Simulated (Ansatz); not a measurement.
Si:

```xyz
1
Lattice="-1.6269 1.6269 1.3203 1.6269 -1.6269 1.3203 1.6269 1.6269 -1.3203" Properties=species:S:1:pos:R:3 pbc="T T T"
Si    0.0000    0.0000    0.0000
```

This isn't the form of Si at room conditions, which is diamond.

```yaml
Program: Ansatz 0.2.0
Task: relaxation of cell and atoms
Functional: BLYP
Dispersion: D3(BJ)
Potentials_or_basis: Ansatz PAW
Cutoff: "420 eV (not typed: the program's choice for these potentials)"
k_mesh: 13 × 13 × 13
Occupations: fermi-dirac, width 0.05 eV
Spin: no spin polarisation
```

At the start: volume 13.98 Å³/atom.

Q: Where does the relaxation end?

A: It ends after 6 steps and the volume is 14.11 Å³/atom (+0.9 %); space group I4/mmm (No. 139, to 0.05 Å).

Step by step:
```csv
step,energy change (eV),largest force (eV/Å),volume (Å³)
1,0.0000,0.0000,13.98
2,-0.0069,0.0000,14.10
3,-0.0139,0.0000,14.14
4,-0.0142,0.0000,14.10
5,-0.0142,0.0000,14.11
6,-0.0143,0.0000,14.11
```

Final structure:
```
CELL_PARAMETERS angstrom
-1.66138 1.66138 1.27758
1.66138 -1.66138 1.27758
1.66138 1.66138 -1.27758
ATOMIC_POSITIONS crystal
Si 0.00000 0.00000 0.00000
```

Caveat: the plane-wave basis is chosen anew once the cell has moved, so the energies of steps on either side of that aren't comparable; pairwise dispersion overbinds metals, which lowers pressure and volume; the PAW data sets come from PBE, with cores solved anew for the run's functional, which leaves a small shift of forces and pressure.
